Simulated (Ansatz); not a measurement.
# InP in Ansatz: the effect of functional

InP:

```
In P
1.0
     0.00000    2.78717    2.78717
     2.78717    0.00000    2.78717
     2.78717    2.78717    0.00000
In P
1 1
Direct
  0.00000 0.00000 0.00000
  0.50000 0.50000 0.50000
```

Measurements of this composition are mostly on another form, of space group No. 216.

The cell isn't the ideal one: volume scaled by 1.02.

Alike in all runs:

- Program: Ansatz 0.2.0
- Task: single point
- Potentials or basis: Ansatz PAW
- k mesh: 8 × 8 × 8
- Occupations: fermi-dirac, width 0.05 eV
- Spin: no spin polarisation

```csv
functional,cutoff,pressure (GPa)
LDA,420 eV (not typed: the program's choice for these potentials),?
PBEsol,420 eV (not typed: the program's choice for these potentials),-4.6
r2SCAN,500 eV (not typed: the program's choice for these potentials),-3.4
```

Task: What does the run with functional LDA give?

Result: Pressure -6.3 GPa.

Caveats: the PAW data sets come from PBE, with cores solved anew for the run's functional, which leaves a small shift of forces and pressure.
